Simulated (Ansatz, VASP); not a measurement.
# TiN: VASP beside Ansatz

```
CELL_PARAMETERS angstrom
0.00000 2.12200 2.12200
2.12200 0.00000 2.12200
2.12200 2.12200 0.00000
ATOMIC_POSITIONS crystal
Ti 0.00000 0.00000 0.00000
N 0.50000 0.50000 0.50000
```

Alike in both runs: task single point; functional PBE; k mesh 8 × 8 × 8; occupations gaussian, width 0.1 eV; collinear spin.

|  | VASP | Ansatz |
| --- | --- | --- |
| version | VASP 6.6.1 | Ansatz 0.2.0 |
| potentials or method | VASP PAW PBE potentials, release 64 (Ti_sv, N) | scalar-relativistic, plane waves, PAW |
| plane-wave cutoff (eV) | 520 | 420 |
| valence electrons in the cell | 17 | 17 |

VASP gave:

- gap on the k mesh at the Fermi level (eV): none
- pressure (GPa): 1.2
- net moment per atom (μB): 0.00

Task: Estimate Ansatz's values.

Result: gap on the k mesh at the Fermi level (eV): none; pressure (GPa): 0.8; net moment per atom (μB): 0.00.

A gap of «none» marks a metal or a gap that the smearing closes. Ansatz warned: «seeded_moment_not_kept».
